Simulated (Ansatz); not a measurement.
# Ta: pressure against volume, part 2 of 2

How stiff is Ta, and at what volume does the pressure vanish? The cell is scaled evenly, atoms carried along, and solved with LAPW, PAW and all-electron datasets made for the crystal.

Ansatz 0.2.0; DFT PBEsol; a database cell (COD). «Crystal datasets» are all-electron PAW datasets made for this crystal.

## 7. Volume × 1.03, LAPW

The input, input.yaml:

```yaml
crystal:
  lattice:
    - [-1.6676303703, 1.6676303703, 1.6676303703]
    - [1.6676303703, -1.6676303703, 1.6676303703]
    - [1.6676303703, 1.6676303703, -1.6676303703]
  atoms:
    - { symbol: Ta, position: [0.0, 0.0, 0.0] }
kpoints:
  mp_grid: { grid: [17, 17, 17] }
scf:
  occupations: { method: fermi_dirac, width: 0.08 }
hamiltonian:
  xc: pbesol
  pseudopotentials: { kind: all_electron, lapw: { basis_error: 0.0005 } }
output:
  forces: true
  stress: true
  eigenvalues: true
```

On the command line:

```sh
> ansatz run input.yaml --threads 1 --pin off --max-ram 3072MiB --backend cpu --events-out ev --progress --plain --runs-dir out
```

Output, shortened:

```text
LAPW: plane waves up to 8.507 Å⁻¹, error target 5.0e-4 eV per atom; small_component_spin mean_spin; Ta in spheres of 1.444 Å, 43 of its electrons in bands, Dirac shells []
[...]
Pseudopotentials: kind: all_electron
Pseudopotential: Ta, LAPW, valence charge 43, Koelling and Harmon's equation, gaussian nucleus
Functional definition: PBEsol
[...]
Crystal: 1 atoms, lattice volume = 18.551 Å³
Basis set: ecut = 275.7187411480758 eV, 201 PW (Γ), exchange–correlation at level 2
Bands: 26, of which v1, the nominal top of the filled ones, is band 22 counted from 1 (21 counted from 0)
Symmetry: 48 space group operations
Space group: Im-3m (ITA 229), of the structure as read, at distance tolerance 2.6e-5 Å
k-points: 165 of 4913
[...]
SCF iter   1: F=—  HF=-424443.528104 eV  |F-HF|=—  |Δ(HF+E_count)|=         —  Δρ=2.61e-2  dr2=8.54e-2  ethr=1.98e-4  ⟨swp⟩=2.9  Hψ=26504  notcnv=0
[...]
the basis was enlarged: its passes take 889.4 KiB over the memory plan, 1 of 1 planned eigensolver slots
[...]
SCF iter   8: F=-424443.365794 eV  HF=-424443.365794 eV  |F-HF|=2.10e-9  |Δ(HF+E_count)|=   1.92e-8  Δρ=6.09e-6  dr2=2.07e-9  ethr=8.55e-10  ⟨swp⟩=2.0  Hψ=12841  notcnv=0
[...]
SCF converged after 8 iterations
Free energy (F): -424443.365794 eV
[...]
E sigma→0 (E₀):  -424443.351529 eV
Entropy (-TS):   -0.028530 eV (-28.530 meV/atom)
Fermi energy:    23.851446 eV
[...]
--- Forces (eV/Å), atoms counted from 1 ---
  atom   1  Ta    -0.00000000    -0.00000000     0.00000000
[...]
--- Stress (GPa, compression-positive) ---
       -9.224857       0.000000       0.000000
        0.000000      -9.224857      -0.000000
        0.000000      -0.000000      -9.224857
  P = ⅓ Tr σ = -9.2249 GPa (-92.249 kbar)
--- Band table (eV; the first three rows and the last of 165) ---
[... band rows left out ...]
[...]
```

It took 17 s on 1 thread of Intel Xeon Platinum 8488C (Sapphire Rapids), shared host; peak memory 0.44 GiB.

In short: pressure -9.22 GPa; no gap.

## 8. Volume × 1.03, PAW

input.yaml, as its differences from that of step 7:

```diff
@@ -13,3 +13,3 @@
   xc: pbesol
-  pseudopotentials: { kind: all_electron, lapw: { basis_error: 0.0005 } }
+  pseudopotentials: { kind: paw }
 output:
@@ -18 +18,2 @@
   eigenvalues: true
+  efg: { contact_densities: true }
```

On the command line:

```sh
> ansatz run input.yaml --threads 1 --pin off --max-ram 3072MiB --backend cpu --events-out ev --progress --plain --runs-dir out
```

Output, shortened:

```text
Ta: output.efg is read without spin–orbit coupling, which moves field gradients at and beside such atoms by some per cent and up to a factor of two; PAW files take it under magnetization.noncollinear and magnetization.spin_orbit
[...]
[... 3 set-up lines as earlier in the session ...]
[...]
Crystal: 1 atoms, lattice volume = 18.551 Å³
Basis set: ecut = 420 eV, 369 PW (Γ), exchange–correlation on 40×40×40 points (8 copies of the dense FFT grid, shifted against one another)
Bands: 11, of which v1, the nominal top of the filled ones, is band 7 counted from 1 (6 counted from 0)
[... 2 set-up lines as earlier in the session ...]
k-points: 165 of 4913
[...]
SCF converged after 6 iterations
Free energy (F): -9806.487354 eV
[...]
E sigma→0 (E₀):  -9806.473106 eV
Entropy (-TS):   -0.028497 eV (-28.497 meV/atom)
Fermi energy:    17.863924 eV
[...]
--- Forces (eV/Å), atoms counted from 1 ---
  atom   1  Ta    -0.00000000     0.00000000     0.00000000
[...]
--- Stress (GPa, compression-positive) ---
       -9.204687      -0.000000       0.000000
        0.000000      -9.204687      -0.000000
        0.000000      -0.000000      -9.204687
  P = ⅓ Tr σ = -9.2047 GPa (-92.047 kbar)
--- PAW observables at the nuclei: V_zz in 10²¹ V/m², potentials from the cell's mean, atoms counted from 1 ---
  atom   1  Ta V_zz =    -0.000000   η = 0.0000   by run symmetry: forbidden
            electrostatic potential = -14500.692527 V   contact ρ = 8144246.727285 e/Å³
--- Band table (eV; the first three rows and the last of 165) ---
  k-point 0: bands = ["-49.2655", "-15.2436", "-15.2436", "-15.2436", "10.0605", "18.5767", "18.5767", "18.5767", "21.7424", "21.7424", "32.3745"]
[...]
```

It took 2.5 s on 1 thread of Intel Xeon Platinum 8488C (Sapphire Rapids), shared host; peak memory 0.4 GiB.

This run gives: pressure -9.20 GPa; no gap.

## 9. Volume × 1.06, LAPW

The input, input.yaml:

```yaml
crystal:
  lattice:
    - [-1.6836662614, 1.6836662614, 1.6836662614]
    - [1.6836662614, -1.6836662614, 1.6836662614]
    - [1.6836662614, 1.6836662614, -1.6836662614]
  atoms:
    - { symbol: Ta, position: [0.0, 0.0, 0.0] }
kpoints:
  mp_grid: { grid: [17, 17, 17] }
scf:
  occupations: { method: fermi_dirac, width: 0.08 }
hamiltonian:
  xc: pbesol
  pseudopotentials: { kind: all_electron, lapw: { basis_error: 0.0005 } }
output:
  forces: true
  stress: true
  eigenvalues: true
```

On the command line:

```sh
> ansatz run input.yaml --threads 1 --pin off --max-ram 3072MiB --backend cpu --events-out ev --progress --plain --runs-dir out
```

Output, shortened:

```text
LAPW: plane waves up to 8.400 Å⁻¹, error target 5.0e-4 eV per atom; small_component_spin mean_spin; Ta in spheres of 1.458 Å, 37 of its electrons in bands, Dirac shells []
[...]
[... 1 set-up line as earlier in the session ...]
Pseudopotential: Ta, LAPW, valence charge 37, Koelling and Harmon's equation, gaussian nucleus
[... 1 set-up line as earlier in the session ...]
[...]
Crystal: 1 atoms, lattice volume = 19.091 Å³
Basis set: ecut = 268.8442764683275 eV, 201 PW (Γ), exchange–correlation at level 2
Bands: 23, of which v1, the nominal top of the filled ones, is band 19 counted from 1 (18 counted from 0)
[... 1 set-up line as earlier in the session ...]
Space group: Im-3m (ITA 229), of the structure as read, at distance tolerance 2.7e-5 Å
k-points: 165 of 4913
[...]
SCF iter   1: F=—  HF=-424443.496503 eV  |F-HF|=—  |Δ(HF+E_count)|=         —  Δρ=2.63e-2  dr2=9.10e-2  ethr=2.44e-4  ⟨swp⟩=2.9  Hψ=24010  notcnv=0
[...]
SCF iter   8: F=-424443.326700 eV  HF=-424443.326700 eV  |F-HF|=1.75e-9  |Δ(HF+E_count)|=   1.71e-8  Δρ=5.35e-6  dr2=1.70e-9  ethr=8.76e-10  ⟨swp⟩=2.0  Hψ=11191  notcnv=0
[...]
the search or the solves at the SCF's close seem to have found levels that the self-consistency loop had missed (the run counts 1). By its estimate they hold under 1e-12 electrons; where the run keeps them, the occupations were computed again with them
SCF converged after 8 iterations
Free energy (F): -424443.326700 eV
[...]
E sigma→0 (E₀):  -424443.311931 eV
Entropy (-TS):   -0.029536 eV (-29.536 meV/atom)
Fermi energy:    23.104309 eV
[...]
--- Forces (eV/Å), atoms counted from 1 ---
  atom   1  Ta    -0.00000000    -0.00000000     0.00000000
[...]
--- Stress (GPa, compression-positive) ---
      -13.841059       0.000000       0.000000
        0.000000     -13.841059      -0.000000
        0.000000      -0.000000     -13.841059
  P = ⅓ Tr σ = -13.8411 GPa (-138.411 kbar)
--- Band table (eV; the first three rows and the last of 165) ---
[... band rows left out ...]
[...]
```

Run time: 19 s. Hardware: 1 thread of Intel Xeon Platinum 8488C (Sapphire Rapids), shared host; peak memory 0.41 GiB.

In short: pressure -13.84 GPa; no gap.

## 10. Volume × 1.06, PAW

input.yaml, as its differences from that of step 9:

```diff
@@ -13,3 +13,3 @@
   xc: pbesol
-  pseudopotentials: { kind: all_electron, lapw: { basis_error: 0.0005 } }
+  pseudopotentials: { kind: paw }
 output:
@@ -18 +18,6 @@
   eigenvalues: true
+  efg: { contact_densities: true }
+  write_density: true
+  write_potential: true
+  elf: true
+  volumetric_format: npy
```

On the command line:

```sh
> ansatz run input.yaml --threads 1 --pin off --max-ram 3072MiB --backend cpu --events-out ev --progress --plain --runs-dir out
```

Output, shortened:

```text
Ta: output.efg is read without spin–orbit coupling, which moves field gradients at and beside such atoms by some per cent and up to a factor of two; PAW files take it under magnetization.noncollinear and magnetization.spin_orbit
[...]
[... 3 set-up lines as earlier in the session ...]
[...]
Crystal: 1 atoms, lattice volume = 19.091 Å³
Basis set: ecut = 420 eV, 369 PW (Γ), exchange–correlation on 40×40×40 points (8 copies of the dense FFT grid, shifted against one another)
Bands: 11, of which v1, the nominal top of the filled ones, is band 7 counted from 1 (6 counted from 0)
[... 2 set-up lines as earlier in the session ...]
k-points: 165 of 4913
[...]
SCF converged after 6 iterations
Free energy (F): -9806.448266 eV
[...]
E sigma→0 (E₀):  -9806.433511 eV
Entropy (-TS):   -0.029510 eV (-29.510 meV/atom)
Fermi energy:    17.285893 eV
[...]
--- Forces (eV/Å), atoms counted from 1 ---
  atom   1  Ta    -0.00000000     0.00000000    -0.00000000
[...]
--- Stress (GPa, compression-positive) ---
      -13.863151      -0.000000       0.000000
        0.000000     -13.863151       0.000000
       -0.000000      -0.000000     -13.863151
  P = ⅓ Tr σ = -13.8632 GPa (-138.632 kbar)
--- PAW observables at the nuclei: V_zz in 10²¹ V/m², potentials from the cell's mean, atoms counted from 1 ---
  atom   1  Ta V_zz =    +0.000000   η = 0.0000   by run symmetry: forbidden
            electrostatic potential = -14499.792602 V   contact ρ = 8144240.632611 e/Å³
--- Band table (eV; the first three rows and the last of 165) ---
  k-point 0: bands = ["-49.9285", "-15.9381", "-15.9381", "-15.9381", "9.5895", "17.9909", "17.9909", "17.9909", "21.0574", "21.0574", "31.6761"]
[...]
```

Wall time 5.2 s (1 thread of Intel Xeon Platinum 8488C (Sapphire Rapids), shared host); peak memory 0.43 GiB.

In short: pressure -13.86 GPa; no gap.

## 11. Volume × 1.06, crystal datasets

input.yaml, as its differences from that of step 10:

```diff
@@ -13,3 +13,3 @@
   xc: pbesol
-  pseudopotentials: { kind: paw }
+  pseudopotentials: { kind: all_electron, datasets: crystal }
 output:
@@ -19,5 +19 @@
   efg: { contact_densities: true }
-  write_density: true
-  write_potential: true
-  elf: true
-  volumetric_format: npy
```

On the command line:

```sh
> ansatz run input.yaml --threads 1 --pin off --max-ram 3072MiB --backend cpu --events-out ev --progress --plain --runs-dir out
```

Output, shortened:

```text
[...]
Ta: output.efg is read without spin–orbit coupling, which moves field gradients at and beside such atoms by some per cent and up to a factor of two; PAW files take it under magnetization.noncollinear and magnetization.spin_orbit
[...]
[... 3 set-up lines as earlier in the session ...]
[...]
Crystal: 1 atoms, lattice volume = 19.091 Å³
Basis set: ecut = 240 eV, 177 PW (Γ), exchange–correlation on 30×30×30 points (8 copies of the dense FFT grid, shifted against one another)
Bands: 11, of which v1, the nominal top of the filled ones, is band 7 counted from 1 (6 counted from 0)
[... 2 set-up lines as earlier in the session ...]
k-points: 165 of 4913
[...]
Fermi energy:    23.104323 eV
[...]
  The terms above E_closure are by the made datasets' own strengths, without shells solved beside the bands.
--- Forces (eV/Å), atoms counted from 1 ---
  atom   1  Ta    -0.00000000     0.00000000     0.00000000
[...]
--- Stress (GPa, compression-positive) ---
      -13.840659       0.000000       0.000000
        0.000000     -13.840659       0.000000
        0.000000       0.000000     -13.840659
  P = ⅓ Tr σ = -13.8407 GPa (-138.407 kbar)
  It holds what live shells' own plane waves past their cutoff add
--- PAW observables at the nuclei: V_zz in 10²¹ V/m², potentials from the cell's mean, atoms counted from 1 ---
  atom   1  Ta V_zz =    +0.000000   η = 0.0000   by run symmetry: forbidden
            electrostatic potential = -14497.052286 V   contact ρ = 8140262.257959 e/Å³
--- Band table (eV; the first three rows and the last of 165) ---
  k-point 0: bands = ["-44.1145", "-10.1268", "-10.1268", "-10.1268", "15.4058", "23.8057", "23.8057", "23.8057", "26.8729"]
[...]
```

It took 12 s on 1 thread of Intel Xeon Platinum 8488C (Sapphire Rapids), shared host; peak memory 0.55 GiB.

This run gives: pressure -13.84 GPa; no gap.

## 12. The equation of state

The rows at scale 1 come from earlier runs of the unscaled cell with the same settings.

| method | volume (Å³/atom) | F above the lowest (meV/atom) | pressure (GPa) |
| --- | --- | --- | --- |
| LAPW | 16.939 | 19.3 | 9.45 |
| LAPW | 17.470 | 0.0 | 2.36 |
| LAPW | 18.010 | 2.8 | -3.87 |
| LAPW | 18.551 | 25.1 | -9.22 |
| LAPW | 19.091 | 64.2 | -13.84 |
| PAW | 16.939 | 19.9 | 9.67 |
| PAW | 17.470 | 0.0 | 2.50 |
| PAW | 18.010 | 2.5 | -3.79 |
| PAW | 18.551 | 24.6 | -9.20 |
| PAW | 19.091 | 63.7 | -13.86 |
| crystal datasets | 16.939 | – | 9.45 |
| crystal datasets | 18.010 | – | -3.87 |
| crystal datasets | 19.091 | – | -13.84 |

## 13. Results

What follows sums up all 2 parts.

| quantity | value |
| --- | --- |
| equilibrium volume (LAPW) | 17.665 Å³/atom |
| bulk modulus (LAPW) | 207 GPa |
| its pressure derivative (LAPW) | 3.9 |
| equilibrium volume (PAW) | 17.675 Å³/atom |
| bulk modulus (PAW) | 209 GPa |
| its pressure derivative (PAW) | 3.9 |

**Reading.** A third-order Birch-Murnaghan fit to the LAPW pressures puts zero pressure at 17.67 Å³/atom, -1.9 % from the given cell, with a bulk modulus of 207 GPa. Measured bulk modulus of Ta: 194 GPa (quoted in “Pressure effects on the electronic structure and superconductivity of (TaNb)0.67(HfZrTi)0.33 high entropy alloy”, 2019, arxiv:1910.08312). This calculation gives 207 GPa (+6.9 %). The calculation is for a static lattice at 0 K; heat and zero-point motion mostly soften a crystal. PAW's volume lies +0.05 % and its modulus +0.9 % from LAPW's. No thermal or zero-point expansion is included. Spin-orbit coupling is left out, though the cell holds Ta; in elements this heavy it can shift bands and gaps by tenths of an eV.
